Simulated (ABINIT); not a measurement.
# MoS2 (R3m) in ABINIT: further runs

The runs below take MoS2 through single point, with PBEsol, PBE, LDA.

Everything below comes from runs of ABINIT 10.8.3 (patched build). Logs are shortened: lines on timing, memory, paths and dates and some standing lists are left out, and cuts for length are marked. The log counts tension as positive stress, the text compression.

## 1. Starting point

Symmetry: R3m, No. 160, trigonal system. The conventional cell has a = 3.160 Å, b = 3.160 Å, c = 18.450 Å, α = 90.00°, β = 90.00°, γ = 120.00°. Mo (site symmetry 3m) has 6 S at 2.39 Å as nearest neighbours. Around S (site symmetry 3m) lie 3 Mo at 2.39 Å. S (site symmetry 3m) has 3 Mo at 2.39 Å as nearest neighbours.

Measurements of this composition are mostly on another form, of space group No. 194.

## 2. Single point, PBEsol

Input file run.abi:

```
pp_dirpath "./"
pseudos "Mo.upf, S.upf"

acell 12.122417568 12.122417568 12.122417568
rprim
     0.2463013058     0.1422021252     0.9587044499
    -0.2463013058     0.1422021252     0.9587044499
     0.0000000000    -0.2844042504     0.9587044499
ntypat 2
znucl 42 16
natom 3
typat 1 2 2
xred
     0.0000000000     0.0000000000     0.0000000000
     0.4170000000     0.4170000000     0.4170000000
     0.2500000000     0.2500000000     0.2500000000

ecut 36.0

kptopt 1
ngkpt 8 8 8
nshiftk 1
shiftk 0.0 0.0 0.0

ixc -116133

nband 17
occopt 3
tsmear 0.05 eV

nstep 100
tolvrs 1.0e-10

iomode 3
prtwf 0
prteig 0
prtebands 0
enunit 1
prtden 1
prtvha 1
prtvclmb 1
prtpot 1
prtelf 1
```

Potentials or basis: PseudoDojo NC SR PBEsol v0.4.1 standard.

The run is started by

```sh
mpirun --bind-to none -np 4 abinit run.abi > log 2>&1
```

run.abo:

```text
.Version 10.8.3 of ABINIT
 Symmetries : space group R3 m (#160); Bravais hR (rhombohedral)
================================================================================
 Values of the parameters that define the memory need of the present run
     intxc =       0    ionmov =       0      iscf =       7    lmnmax =       6
     lnmax =       6     mgfft =      72  mpssoang =       3    mqgrid =    3001
     natom =       3  nloc_mem =       1    nspden =       1   nspinor =       1
    nsppol =       1      nsym =       6    n1xccc =    2501    ntypat =       2
    occopt =       3   xclevel =       2
       mpw =        3724          nfft =      373248          nkpt =          65
================================================================================
================================================================================

--------------------------------------------------------------------------------
------------- Echo of variables that govern the present computation ------------
--------------------------------------------------------------------------------
 -outvars: echo values of preprocessed input variables --------
            acell      1.2122417568E+01  1.2122417568E+01  1.2122417568E+01 Bohr
              amu      9.59400000E+01  3.20660000E+01
             ecut      3.60000000E+01 Hartree
           enunit           1
                       outvar_i_n : Printing only first  50 k-points.
              ixc     -116133
                       outvar_i_n : Printing only first  50 k-points.
         kptrlatt        8    0    0      0    8    0      0    0    8
          kptrlen      4.77722764E+01
            natom           3
            nband          17
            ngfft          72      72      72
             nkpt          65
            nstep         100
             nsym           6
           ntypat           2
                       prtocc : prtvol=0, do not print more k-points.
           occopt           3
        prtebands           0
           prteig           0
           prtelf           1
           prtpot           1
         prtvclmb           1
           prtvha           1
            prtwf           0
            rprim      2.4630130580E-01  1.4220212520E-01  9.5870444990E-01
                      -2.4630130580E-01  1.4220212520E-01  9.5870444990E-01
                       0.0000000000E+00 -2.8440425040E-01  9.5870444990E-01
          spgroup         160
           tolvrs      1.00000000E-10
           tsmear      1.83746611E-03 Hartree
            typat      1  2  2
                       outvars : Printing only first  50 k-points.
           xangst      0.0000000000E+00  0.0000000000E+00  0.0000000000E+00
                      -1.1976574431E-16  1.5818620022E-17  7.6936499945E+00
                       1.4896662889E-17 -8.1124549612E-18  4.6124999967E+00
            xcart      0.0000000000E+00  0.0000000000E+00  0.0000000000E+00
                      -2.2632445602E-16  2.9892859531E-17  1.4538891398E+01
                       2.8150613050E-17 -1.5330318085E-17  8.7163617495E+00
             xred      0.0000000000E+00  0.0000000000E+00  0.0000000000E+00
                       4.1700000000E-01  4.1700000000E-01  4.1700000000E-01
                       2.5000000000E-01  2.5000000000E-01  2.5000000000E-01
            znucl       42.00000   16.00000

================================================================================

 chkinp: Checking input parameters for consistency.

================================================================================
== DATASET  1 ==================================================================

--- !DatasetInfo
iteration_state: {dtset: 1, }
dimensions: {natom: 3, nkpt: 65, mband: 17, nsppol: 1, nspinor: 1, nspden: 1, mpw: 3724, }
cutoff_energies: {ecut:  36.0, pawecutdg:  -1.0, }
electrons: {nelect:   2.60000000E+01, charge:   0.00000000E+00, occopt:   3.00000000E+00, tsmear:   1.83746611E-03, }
meta: {optdriver: 0, ionmov: 0, optcell: 0, iscf: 7, paral_kgb: 0, }
...

 Real(R)+Recip(G) space primitive vectors, cartesian coordinates (Bohr,Bohr^-1):
 R(1)=  2.9857673  1.7238335 11.6218157  G(1)=  0.1674611  0.0966837  0.0286817
 R(2)= -2.9857673  1.7238335 11.6218157  G(2)= -0.1674611  0.0966837  0.0286817
 R(3)=  0.0000000 -3.4476671 11.6218157  G(3)=  0.0000000 -0.1933675  0.0286817
 Unit cell volume ucvol=  3.5890252E+02 bohr^3
 Angles (23,13,12)=  2.85174998E+01  2.85174998E+01  2.85174998E+01 degrees

 getcut: wavevector=  0.0000  0.0000  0.0000  ngfft=  72  72  72
         ecut(hartree)=     36.000   => boxcut(ratio)=   2.19969

--- Pseudopotential description ------------------------------------------------
- pspini: atom type   1  psp file is ./Mo.upf
12 -116133 2 -1 1640                          pspcod,pspxc,lmax,lloc,mmax
     nproj     2     2     2

- pspini: atom type   2  psp file is ./S.upf
12 -116133 2 -1 1146                          pspcod,pspxc,lmax,lloc,mmax
     nproj     2     2     2

   8.68054243E+02                                ecore*ucvol(ha*bohr**3)
--------------------------------------------------------------------------------

================================================================================

--- !BeginCycle
iteration_state: {dtset: 1, }
solver: {iscf: 7, nstep: 100, nline: 4, wfoptalg: 0, }
tolerances: {tolvrs: 1.00E-10, }
...

     iter   Etot(hartree)      deltaE(h)  residm     vres2
 ETOT  1  -92.203411500196    -9.220E+01 1.106E-01 5.675E+03
 ETOT  2  -91.385447329613     8.180E-01 1.084E-01 5.117E+04
 ETOT  3  -92.415408378895    -1.030E+00 5.449E-03 3.730E+01
 ETOT  4  -92.416298997577    -8.906E-04 4.213E-04 4.853E+00
 ETOT  5  -92.416471971344    -1.730E-04 6.311E-05 1.674E+00
 ETOT  6  -92.416491109703    -1.914E-05 1.864E-05 3.648E-01
 ETOT  7  -92.416495400118    -4.290E-06 3.096E-06 1.549E-03
 ETOT  8  -92.416495423981    -2.386E-08 1.434E-06 7.918E-05
 ETOT  9  -92.416495425241    -1.260E-09 2.168E-07 7.830E-06
 ETOT 10  -92.416495425328    -8.687E-11 1.026E-07 5.687E-07
 ETOT 11  -92.416495425338    -1.047E-11 1.577E-08 1.519E-09
 ETOT 12  -92.416495425339    -2.416E-13 7.582E-09 3.468E-10
 ETOT 13  -92.416495425339    -3.553E-13 1.168E-09 4.033E-11

 At SCF step   13       vres2   =  4.03E-11 < tolvrs=  1.00E-10 =>converged.

 Compute ELF
--------------------------------------------------------------------------------

 Compute kinetic energy density

 Compute gradient of the electron density
 Electron Localization Function (ELF) [min:0;max:1]
)     Maximum=    9.4809E-01  at reduced coord.    0.1944    0.2083    0.2083
)     Minimum=    2.0461E-08  at reduced coord.    0.4167    0.4167    0.4167
   Integrated=    1.3996E+02

--------------------------------------------------------------------------------
 End of ELF section

 Cartesian components of stress tensor (hartree/bohr^3)
  sigma(1 1)=  2.50784366E-05  sigma(3 2)=  0.00000000E+00
  sigma(2 2)=  2.50784371E-05  sigma(3 1)=  0.00000000E+00
  sigma(3 3)= -7.57387670E-05  sigma(2 1)=  0.00000000E+00

--- !ResultsGS
iteration_state: {dtset: 1, }
comment   : Summary of ground state results
lattice_vectors:
- [  2.9857673,   1.7238335,  11.6218157, ]
- [ -2.9857673,   1.7238335,  11.6218157, ]
- [  0.0000000,  -3.4476671,  11.6218157, ]
lattice_lengths: [  12.12242,   12.12242,   12.12242, ]
lattice_angles: [ 28.517,  28.517,  28.517, ] # degrees, (23, 13, 12)
lattice_volume:   3.5890252E+02
convergence: {deltae: -3.553E-13, res2:  4.033E-11, residm:  1.168E-09, diffor: null, }
etotal    :  -9.24164954E+01
entropy   :   0.00000000E+00
fermie    :   3.30770784E-01
cartesian_stress_tensor: # hartree/bohr^3
- [  2.50784366E-05,   0.00000000E+00,   0.00000000E+00, ]
- [  0.00000000E+00,   2.50784371E-05,   0.00000000E+00, ]
- [  0.00000000E+00,   0.00000000E+00,  -7.57387670E-05, ]
pressure_GPa:   2.5088E-01
xred      :
- [  0.0000E+00,   0.0000E+00,   0.0000E+00, Mo]
- [  4.1700E-01,   4.1700E-01,   4.1700E-01,  S]
- [  2.5000E-01,   2.5000E-01,   2.5000E-01,  S]
cartesian_forces: # hartree/bohr
- [ -3.78055145E-19,   5.33273336E-19,   1.67715819E-03, ]
- [  1.72131706E-19,  -6.65673428E-19,   3.55430282E-03, ]
- [  2.05923440E-19,   1.32400092E-19,  -5.23146101E-03, ]
force_length_stats: {min:   1.67715819E-03, max:   5.23146101E-03, mean:   3.48764068E-03, }
...

 Integrated electronic density in atomic spheres:
 ------------------------------------------------
 Atom  Sphere_radius  Integrated_density
    1        2.00000         10.52893778
    2        2.00000          3.93183338
    3        2.00000          3.94060357
================================================================================

 ----iterations are completed or convergence reached----

 Mean square residual over all n,k,spin=   17.658E-13; max=  11.684E-10
 reduced coordinates (array xred) for    3 atoms
       0.000000000000      0.000000000000      0.000000000000
       0.417000000000      0.417000000000      0.417000000000
       0.250000000000      0.250000000000      0.250000000000
 rms dE/dt=  4.3904E-02; max dE/dt=  6.0799E-02; dE/dt below (all hartree)
    1      -0.019491622980     -0.019491622980     -0.019491622980
    2      -0.041307451826     -0.041307451826     -0.041307451826
    3       0.060799075955      0.060799075955      0.060799075955

 cartesian coordinates (angstrom) at end:
    1      0.00000000000000     0.00000000000000     0.00000000000000
    2     -0.00000000000000     0.00000000000000     7.69364999447539
    3      0.00000000000000    -0.00000000000000     4.61249999668788

 cartesian forces (hartree/bohr) at end:
    1     -0.00000000000000     0.00000000000000     0.00167715819314
    2      0.00000000000000    -0.00000000000000     0.00355430282121
    3      0.00000000000000     0.00000000000000    -0.00523146101434
 frms,max,avg= 2.1810831E-03 5.2314610E-03   0.000E+00  0.000E+00 -3.295E-11 h/b

 cartesian forces (eV/Angstrom) at end:
    1     -0.00000000000000     0.00000000000000     0.08624294183449
    2      0.00000000000000    -0.00000000000000     0.18276959962729
    3      0.00000000000000     0.00000000000000    -0.26901254146178
 frms,max,avg= 1.1215580E-01 2.6901254E-01   0.000E+00  0.000E+00 -1.694E-09 e/A
 length scales= 12.122417568000 12.122417568000 12.122417568000 bohr
              =  6.414907113684  6.414907113684  6.414907113684 angstroms
 Fermi (or HOMO) energy (eV) =   9.00073   Average Vxc (eV)= -11.14856
 Eigenvalues (   eV  ) for nkpt=  65  k points:
 kpt#   1, nband= 17, wtk=  0.00195, kpt=  0.0000  0.0000  0.0000 (reduced coord)
 -52.92713  -27.12637  -26.88450  -26.88450   -6.56164   -4.81741    1.50470    5.07557
   5.07557    6.22072    6.22072    7.30953    7.37094   10.58752   10.58752   11.02571
  11.02571
 prteigrs : prtvol=0 or 1, do not print more k-points.

--- !EnergyTerms
iteration_state     : {dtset: 1, }
comment             : Components of total free energy in Hartree
kinetic             :  3.00059583865549E+01
hartree             :  2.74904454022441E+01
xc                  : -1.65916603986236E+01
Ewald energy        : -5.94751985008541E+01
psp_core            :  2.41863509614425E+00
local_psp           : -8.79030973966477E+01
non_local_psp       :  1.16384220383263E+01
internal            : -9.24164953728559E+01
'-kT*entropy'       : -5.24829962832316E-08
total_energy        : -9.24164954253389E+01
total_energy_eV     : -2.51478095251883E+03
band_energy         : -8.06699560605545E+00
...

 Cartesian components of stress tensor (hartree/bohr^3)
  sigma(1 1)=  2.50784366E-05  sigma(3 2)=  0.00000000E+00
  sigma(2 2)=  2.50784371E-05  sigma(3 1)=  0.00000000E+00
  sigma(3 3)= -7.57387670E-05  sigma(2 1)=  0.00000000E+00

-Cartesian components of stress tensor (GPa)         [Pressure=  2.5088E-01 GPa]
- sigma(1 1)=  7.37833077E-01  sigma(3 2)=  0.00000000E+00
- sigma(2 2)=  7.37833092E-01  sigma(3 1)=  0.00000000E+00
- sigma(3 3)= -2.22831146E+00  sigma(2 1)=  0.00000000E+00

== END DATASET(S) ==============================================================
================================================================================

 -outvars: echo values of variables after computation  --------
            acell      1.2122417568E+01  1.2122417568E+01  1.2122417568E+01 Bohr
           etotal     -9.2416495425E+01
            fcart     -3.7805514535E-19  5.3327333629E-19  1.6771581931E-03
                       1.7213170562E-19 -6.6567342829E-19  3.5543028212E-03
                       2.0592343973E-19  1.3240009200E-19 -5.2314610143E-03
            rprim      2.4630130580E-01  1.4220212520E-01  9.5870444990E-01
                      -2.4630130580E-01  1.4220212520E-01  9.5870444990E-01
                       0.0000000000E+00 -2.8440425040E-01  9.5870444990E-01
           strten      2.5078436552E-05  2.5078437064E-05 -7.5738767027E-05
                       0.0000000000E+00  0.0000000000E+00  0.0000000000E+00
           xangst      0.0000000000E+00  0.0000000000E+00  0.0000000000E+00
                      -1.1976574431E-16  1.5818620022E-17  7.6936499945E+00
                       1.4896662889E-17 -8.1124549612E-18  4.6124999967E+00
             xred      0.0000000000E+00  0.0000000000E+00  0.0000000000E+00
                       4.1700000000E-01  4.1700000000E-01  4.1700000000E-01
                       2.5000000000E-01  2.5000000000E-01  2.5000000000E-01
 Calculation completed.
```

Run time: 2.2 min. Hardware: 4 MPI ranks of Intel Xeon 6975P-C (Granite Rapids), shared host; peak memory 0.76 GiB.

What came out:

- Free energy: -2514.7810 eV
- Pressure: 0.3 GPa
- Largest force: 0.269 eV/Å
- Band gap on the k mesh: 0.99 eV, indirect (least direct gap 2.03 eV)
- Valence electrons inside the program's atomic spheres: Mo 10.53; S 3.93, 3.94

Forces on the atoms (eV/Å):
```
Mo   0.000  0.000  0.086
S    0.000  0.000  0.183
S    0.000  0.000 -0.269
```

Stress tensor (GPa, compression positive):
```
-0.74  0.00  0.00
 0.00 -0.74  0.00
 0.00  0.00  2.23
```

A k mesh can miss the band edges.

## 3. Single point, PBE

Input file run.abi:

```
pp_dirpath "./"
pseudos "Mo.upf, S.upf"

acell 3*1.0 Angstrom
rprim
     1.5800000000     0.9122134253     6.1500000000
    -1.5800000000     0.9122134253     6.1500000000
     0.0000000000    -1.8244268506     6.1500000000
ntypat 2
znucl 42 16
natom 3
typat 1 2 2
xred
     0.0000000000     0.0000000000     0.0000000000
     0.4170000000     0.4170000000     0.4170000000
     0.2500000000     0.2500000000     0.2500000000

ecut 40.0

kptopt 1
ngkpt 8 8 8
nshiftk 1
shiftk 0.0 0.0 0.0

ixc 11

nband 17
occopt 3
tsmear 0.05 eV

nstep 100
tolvrs 1.0e-10

iomode 3
prtwf 0
prteig 0
prtebands 0
prtden 1
prtvha 1
prtvclmb 1
prtpot 1
prtelf 1
```

Potentials or basis: PseudoDojo NC SR PBE v0.4.1 standard.

The run is started by

```sh
abinit run.abi > log 2>&1
```

Run time: 9.7 min. Hardware: 1 thread of Intel Xeon Platinum 8488C (Sapphire Rapids), shared host; peak memory 0.25 GiB.

Results (log left out):

```
Free energy                                           : -2515.6277 eV
Pressure                                              : 5.4 GPa
Largest force                                         : 0.530 eV/Å
Band gap on the k mesh                                : 1.03 eV, indirect (least direct gap 2.02 eV)
Valence electrons inside the program's atomic spheres : Mo 10.53; S 3.95, 3.96
```

Forces in eV/Å, atoms in the order of the input:
```
Mo   0.000  0.000  0.087
S    0.000  0.000  0.443
S    0.000  0.000 -0.530
```

Stress tensor (GPa, compression positive):
```
4.61 0.00 0.00
0.00 4.61 0.00
0.00 0.00 7.01
```

Levels at points of the mesh, in eV from the valence-band top:
```
           k point  band 11  band 12  band 13  band 14  band 15  band 16
(0.00, 0.00, 0.00)    -2.35    -1.27    -1.17     2.02     2.02     2.44
(0.50, 0.00, 0.00)    -2.36    -1.68    -1.50     1.57     2.01     3.47
(0.50, 0.50, 0.00)    -2.93    -1.86    -1.33     1.52     2.12     3.01
(0.50, 0.50, 0.50)    -2.32    -2.32     0.00     2.11     2.11     2.30
```

[end of part 1 of 2]
